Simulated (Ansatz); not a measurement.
# AlN: the cost of one run

Method: DFT PBE, scalar-relativistic, plane waves, PAW, in Ansatz 0.2.0.

### Step 1. Starting point

It takes space group F-43m (No. 216, cubic). Conventional cell: a = 4.368 Å, b = 4.368 Å, c = 4.368 Å, α = 90.00°, β = 90.00°, γ = 90.00°. Around Al (site symmetry -43m) lie 4 N at 1.89 Å. N (site symmetry -43m) has 4 Al at 1.89 Å as nearest neighbours.

Structure file:

```
Al N
1.0
     0.00000    6.55198    6.55198
     6.55198    0.00000    6.55198
     6.55198    6.55198    0.00000
Al N
27 27
Direct
  0.00000 0.00000 0.00000
  0.00000 0.00000 0.33333
  0.00000 0.00000 0.66667
  0.00000 0.33333 0.00000
  0.00000 0.33333 0.33333
  0.00000 0.33333 0.66667
  0.00000 0.66667 0.00000
  0.00000 0.66667 0.33333
  0.00000 0.66667 0.66667
  0.33333 0.00000 0.00000
  0.33333 0.00000 0.33333
  0.33333 0.00000 0.66667
  0.33333 0.33333 0.00000
  0.33333 0.33333 0.33333
  0.33333 0.33333 0.66667
  0.33333 0.66667 0.00000
  0.33333 0.66667 0.33333
  0.33333 0.66667 0.66667
  0.66667 0.00000 0.00000
  0.66667 0.00000 0.33333
  0.66667 0.00000 0.66667
  0.66667 0.33333 0.00000
  0.66667 0.33333 0.33333
  0.66667 0.33333 0.66667
  0.66667 0.66667 0.00000
  0.66667 0.66667 0.33333
  0.66667 0.66667 0.66667
  0.25000 0.25000 0.25000
  0.25000 0.25000 0.58333
  0.25000 0.25000 0.91667
  0.25000 0.58333 0.25000
  0.25000 0.58333 0.58333
  0.25000 0.58333 0.91667
  0.25000 0.91667 0.25000
  0.25000 0.91667 0.58333
  0.25000 0.91667 0.91667
  0.58333 0.25000 0.25000
  0.58333 0.25000 0.58333
  0.58333 0.25000 0.91667
  0.58333 0.58333 0.25000
  0.58333 0.58333 0.58333
  0.58333 0.58333 0.91667
  0.58333 0.91667 0.25000
  0.58333 0.91667 0.58333
  0.58333 0.91667 0.91667
  0.91667 0.25000 0.25000
  0.91667 0.25000 0.58333
  0.91667 0.25000 0.91667
  0.91667 0.58333 0.25000
  0.91667 0.58333 0.58333
  0.91667 0.58333 0.91667
  0.91667 0.91667 0.25000
  0.91667 0.91667 0.58333
  0.91667 0.91667 0.91667
```

The runs take a perfect supercell of 54 atoms; the defect goes to fractional position (0.250, 0.250, 0.250).

### Step 2. The perfect supercell

File input.yaml:

```yaml
crystal:
  lattice:
    - [0.0, 6.551981, 6.551981]
    - [6.551981, 0.0, 6.551981]
    - [6.551981, 6.551981, 0.0]
  atoms:
    - { symbol: Al, position: [0.0, 0.0, 0.0] }
    - { symbol: Al, position: [0.0, 0.0, 0.333333] }
    - { symbol: Al, position: [0.0, 0.0, 0.666667] }
    - { symbol: Al, position: [0.0, 0.333333, 0.0] }
    - { symbol: Al, position: [0.0, 0.333333, 0.333333] }
    - { symbol: Al, position: [0.0, 0.333333, 0.666667] }
    - { symbol: Al, position: [0.0, 0.666667, 0.0] }
    - { symbol: Al, position: [0.0, 0.666667, 0.333333] }
    - { symbol: Al, position: [0.0, 0.666667, 0.666667] }
    - { symbol: Al, position: [0.333333, 0.0, 0.0] }
    - { symbol: Al, position: [0.333333, 0.0, 0.333333] }
    - { symbol: Al, position: [0.333333, 0.0, 0.666667] }
    - { symbol: Al, position: [0.333333, 0.333333, 0.0] }
    - { symbol: Al, position: [0.333333, 0.333333, 0.333333] }
    - { symbol: Al, position: [0.333333, 0.333333, 0.666667] }
    - { symbol: Al, position: [0.333333, 0.666667, 0.0] }
    - { symbol: Al, position: [0.333333, 0.666667, 0.333333] }
    - { symbol: Al, position: [0.333333, 0.666667, 0.666667] }
    - { symbol: Al, position: [0.666667, 0.0, 0.0] }
    - { symbol: Al, position: [0.666667, 0.0, 0.333333] }
    - { symbol: Al, position: [0.666667, 0.0, 0.666667] }
    - { symbol: Al, position: [0.666667, 0.333333, 0.0] }
    - { symbol: Al, position: [0.666667, 0.333333, 0.333333] }
    - { symbol: Al, position: [0.666667, 0.333333, 0.666667] }
    - { symbol: Al, position: [0.666667, 0.666667, 0.0] }
    - { symbol: Al, position: [0.666667, 0.666667, 0.333333] }
    - { symbol: Al, position: [0.666667, 0.666667, 0.666667] }
    - { symbol: "N", position: [0.25, 0.25, 0.25] }
    - { symbol: "N", position: [0.25, 0.25, 0.583333] }
    - { symbol: "N", position: [0.25, 0.25, 0.916667] }
    - { symbol: "N", position: [0.25, 0.583333, 0.25] }
    - { symbol: "N", position: [0.25, 0.583333, 0.583333] }
    - { symbol: "N", position: [0.25, 0.583333, 0.916667] }
    - { symbol: "N", position: [0.25, 0.916667, 0.25] }
    - { symbol: "N", position: [0.25, 0.916667, 0.583333] }
    - { symbol: "N", position: [0.25, 0.916667, 0.916667] }
    - { symbol: "N", position: [0.583333, 0.25, 0.25] }
    - { symbol: "N", position: [0.583333, 0.25, 0.583333] }
    - { symbol: "N", position: [0.583333, 0.25, 0.916667] }
    - { symbol: "N", position: [0.583333, 0.583333, 0.25] }
    - { symbol: "N", position: [0.583333, 0.583333, 0.583333] }
    - { symbol: "N", position: [0.583333, 0.583333, 0.916667] }
    - { symbol: "N", position: [0.583333, 0.916667, 0.25] }
    - { symbol: "N", position: [0.583333, 0.916667, 0.583333] }
    - { symbol: "N", position: [0.583333, 0.916667, 0.916667] }
    - { symbol: "N", position: [0.916667, 0.25, 0.25] }
    - { symbol: "N", position: [0.916667, 0.25, 0.583333] }
    - { symbol: "N", position: [0.916667, 0.25, 0.916667] }
    - { symbol: "N", position: [0.916667, 0.583333, 0.25] }
    - { symbol: "N", position: [0.916667, 0.583333, 0.583333] }
    - { symbol: "N", position: [0.916667, 0.583333, 0.916667] }
    - { symbol: "N", position: [0.916667, 0.916667, 0.25] }
    - { symbol: "N", position: [0.916667, 0.916667, 0.583333] }
    - { symbol: "N", position: [0.916667, 0.916667, 0.916667] }
basis:
  ecutwfc: 420
  fft_grid_basis: typed
kpoints:
  mp_grid: { grid: [2, 2, 2] }
hamiltonian:
  xc: pbe
  pseudopotentials: { kind: paw }
scf:
  occupations: { method: gaussian, width: 0.05 }
output:
  forces: true
  stress: false
  eigenvalues: true
  bader: false
  write_density: true
  volumetric_format: npy
```

Command:

```
$ ansatz run input.yaml --threads 4 --pin off --max-ram 10240MiB --backend cpu --events-out ev --progress --plain --runs-dir out
```

Q: Estimate wall time and peak memory on 4 threads of AMD EPYC 9R45 (Zen 5), shared host.

About 1.1 s, with a peak of 1.6 GiB.
